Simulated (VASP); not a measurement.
# Sc in VASP: further runs, part 2 of 2

VASP 6.6.1. The steps go on from the part before.

## (4) Single point, PBE

This run uses another cell than the first one, of 40.16 Å³/atom, 0.789 times its volume.

The input, INCAR:

```
  PREC = Accurate
  ENCUT = 400
  EDIFF = 1E-7
  ISMEAR = 1
  SIGMA = 0.1
  LREAL = False
  LASPH = True
  NELM = 120
  ALGO = Normal
  ISIF = 2
  LWAVE = False
  LCHARG = False
  LDIPOL = True
  IDIPOL = 3
  DIPOL = 0.5 0.5 0.500
  GGA = PE
  NBANDS = 40
  LVHAR = True
  LVACPOTAV = True
```

The input, KPOINTS:

```
regular mesh
0
Gamma
  6 6 1
```

The input, POSCAR:

```
Sc
1.0
    3.2109718934      0.0000000000      0.0000000000
   -1.6054859467      2.7807832305      0.0000000000
    0.0000000000      0.0000000000     22.4869902896
Sc
5
Direct
    0.6666666667      0.3333333333      0.2668209450
    0.3333333333      0.6666666667      0.3834104725
    0.0000000000      0.0000000000      0.5000000000
    0.6666666667      0.3333333333      0.6165895275
    0.3333333333      0.6666666667      0.7331790550
```

Potentials or basis: VASP PAW PBE potentials, release 64 (Sc_sv).

The run is started by

```bash
$ cat potpaw_PBE.64/Sc_sv/POTCAR > POTCAR
$ mpirun -np 1 vasp_std > vasp.out
```

OUTCAR:

```text
PREC = Accurate
   ENCUT = 400
   EDIFF = 1E-7
   ISMEAR = 1
   LREAL = False
   LASPH = True
   NELM = 120
   ISIF = 2
   GGA = PE

 Found      7 irreducible k-points:

 Following reciprocal coordinates:
            Coordinates               Weight
  0.000000  0.000000  0.000000      1.000000
  0.166667  0.000000  0.000000      6.000000
  0.333333  0.000000  0.000000      6.000000
  0.500000 -0.000000  0.000000      3.000000
  0.166667  0.166667  0.000000      6.000000
  0.333333  0.166667  0.000000     12.000000
   k-points           NKPTS =      7   k-points in BZ     NKDIM =      7   number of bands    NBANDS=     40
   number of dos      NEDOS =    301   number of ions     NIONS =      5
   total plane-waves  NPLWV =  86400
   dimension x,y,z NGX =    24 NGY =   24 NGZ =  150
   dimension x,y,z NGXF=    48 NGYF=   48 NGZF=  300
   ions per type =               5
   NGX,Y,Z   is equivalent  to a cutoff of  12.43, 12.43, 11.09 a.u.
   NGXF,Y,Z  is equivalent  to a cutoff of  24.85, 24.85, 22.18 a.u.
 SYSTEM =  unknown system
   PREC   = accura    normal or accurate (medium, high low for compatibility)
   ISTART =      0    job   : 0-new  1-cont  2-samecut
   ICHARG =      2    charge: 1-file 2-atom 10-const
   ISPIN  =      1    spin polarized calculation?
   LNONCOLLINEAR =      F non collinear calculations
   LSORBIT =      F    spin-orbit coupling
[... 67 lines left out ...]
      2     -48.7126      2.00000
      3     -48.3053      2.00000
      4     -48.2300      2.00000
      5     -48.2209      2.00000
      6     -27.4324      2.00000
[... 241 lines left out ...]
     38       3.2891      0.00000
     39       3.7041      0.00000

 [... further k-points ...]

 [bands above 39 left out]

------------------------ aborting loop because EDIFF is reached ----------------------------------------

  FORCE on cell =-STRESS in cart. coord.  units (eV):
  Direction    XX          YY          ZZ          XY          YZ          ZX
  --------------------------------------------------------------------------------------
  -------------------------------------------------------------------------------------
  Total        1.0930165      1.0930165      1.2313968      0.0000000     -0.0000000     -0.0000000
  in kB        8.7217241      8.7217241      9.8259290      0.0000000     -0.0000000     -0.0000000
  external PRESSURE =       9.0897924 kB  Pullay stress =       0.0000000 kB

 VOLUME and BASIS-vectors are now :
 -----------------------------------------------------------------------------
  energy-cutoff  :      400.00
  volume of cell :      200.79
      direct lattice vectors                 reciprocal lattice vectors
     3.210971893  0.000000000  0.000000000     0.311432187  0.179805457  0.000000000
    -1.605485947  2.780783230  0.000000000     0.000000000  0.359610914  0.000000000
     0.000000000  0.000000000 22.486990290     0.000000000  0.000000000  0.044470158

 POSITION                                       TOTAL-FORCE (eV/Angst)
 -----------------------------------------------------------------------------------
      1.60549      0.92693      6.00000        -0.000000      0.000000      0.006524
     -0.00000      1.85386      8.62175        -0.000000     -0.000000     -0.266852
      0.00000      0.00000     11.24350        -0.000000     -0.000000      0.000000
      1.60549      0.92693     13.86524         0.000000      0.000000      0.266852
     -0.00000      1.85386     16.48699         0.000000     -0.000000     -0.006524
 -----------------------------------------------------------------------------------
    total drift:                                0.000000     -0.000000      0.000000

  FREE ENERGIE OF THE ION-ELECTRON SYSTEM (eV)
  ---------------------------------------------------
  free  energy   TOTEN  =       -29.5983346197 eV

  energy  without entropy=      -29.5780954360  energy(sigma->0) =      -29.59158823

 vacuum level on the upper side and lower side of the slab         4.663         4.663
```

OSZICAR:

```text
N       E                     dE             d eps       ncg     rms          rms(c)
DAV:   1     0.995811672120E+03    0.99581E+03   -0.22414E+04   632   0.107E+03
DAV:   2     0.219773245860E+02   -0.97383E+03   -0.96114E+03   744   0.604E+02
DAV:   3    -0.325958279183E+02   -0.54573E+02   -0.53070E+02   928   0.205E+02
[... 16 lines left out ...]
DAV:  20    -0.295983225688E+02   -0.30706E-04   -0.86904E-06   648   0.112E-02    0.217E-03
DAV:  21    -0.295983329621E+02   -0.10393E-04   -0.42086E-06   600   0.603E-03    0.196E-03
DAV:  22    -0.295983340887E+02   -0.11266E-05   -0.12119E-06   600   0.337E-03    0.608E-04
DAV:  23    -0.295983345222E+02   -0.43346E-06   -0.14954E-07   488   0.177E-03    0.186E-04
DAV:  24    -0.295983346197E+02   -0.97493E-07   -0.31357E-08   480   0.108E-03
   1 F= -.29598335E+02 E0= -.29591588E+02  d E =-.202392E-01
```

stdout:

```text
POSCAR found type information on POSCAR Sc
 POSCAR found :  1 types and       5 ions
 scaLAPACK will be used
 LDA part: xc-table for (Slater+PW92), standard interpolation
 POSCAR, INCAR and KPOINTS ok, starting setup
 FFT: planning ... GRIDC
 FFT: planning ... GRID_SOFT
 FFT: planning ... GRID
 WAVECAR not read
 entering main loop
 -----------------------------------------------------------------------------
|                                                                             |
|           W    W    AA    RRRRR   N    N  II  N    N   GGGG   !!!           |
|           W    W   A  A   R    R  NN   N  II  NN   N  G    G  !!!           |
|           W    W  A    A  R    R  N N  N  II  N N  N  G       !!!           |
|           W WW W  AAAAAA  RRRRR   N  N N  II  N  N N  G  GGG   !            |
|           WW  WW  A    A  R   R   N   NN  II  N   NN  G    G                |
|           W    W  A    A  R    R  N    N  II  N    N   GGGG   !!!           |
|                                                                             |
|     Did not find any points to average over, which means that no vacuum     |
|     field-free region was found. Please increase the size of  your cell     |
|     in the dimension of the dipole correction to obtain accurate            |
|     workfunction values.                                                    |
|                                                                             |
 -----------------------------------------------------------------------------
```

Run time: 64 s. Hardware: 1 thread of Intel Xeon Platinum 8488C (Sapphire Rapids), shared host; peak memory 0.26 GiB.

The run converged, but some of its settings lie outside the range that counts as converged, so its numbers aren't taken as properties of the slab.

What came out:

| Item | Value |
| --- | --- |
| Free energy | -29.5983 eV |
| Largest force | 0.267 eV/Å |
| Band gap on the k mesh | none (metal or under the smearing width) |
| Work function of the upper face | 3.65 eV |
| Work function of the lower face | 3.65 eV |

Caveat: the k mesh is coarse (spacing up to 0.38 Å⁻¹), so the values aren't converged.

## (5) Single point, PBE

This run uses another cell than the first one, of 25.87 Å³/atom, 0.509 times its volume.

INCAR: that of step 4 with these lines changed.

```diff
@@ -1,3 +1,3 @@
   PREC = Accurate
-  ENCUT = 400
+  ENCUT = 460
   EDIFF = 1E-7
```

The input, KPOINTS:

```
regular mesh
0
Gamma
  12 12 1
```

The input, POSCAR:

```
Sc
1.0
    3.2109718934      0.0000000000      0.0000000000
   -1.6054859467      2.7807832305      0.0000000000
    0.0000000000      0.0000000000     14.4869902896
Sc
5
Direct
    0.6666666667      0.3333333333      0.1380549003
    0.3333333333      0.6666666667      0.3190274501
    0.0000000000      0.0000000000      0.5000000000
    0.6666666667      0.3333333333      0.6809725499
    0.3333333333      0.6666666667      0.8619450997
```

The run is started by

```bash
$ cat potpaw_PBE.64/Sc_sv/POTCAR > POTCAR
$ mpirun -np 1 vasp_std > vasp.out
```

Wall time 85 s (1 thread of Intel Xeon Platinum 8488C (Sapphire Rapids), shared host); peak memory 0.24 GiB.

The run converged, but some of its settings lie outside the range that counts as converged, so its numbers aren't taken as properties of the slab.

Results:

```
Free energy            : -30.3550 eV
Largest force          : 0.458 eV/Å
Band gap on the k mesh : none (metal or under the smearing width)
```
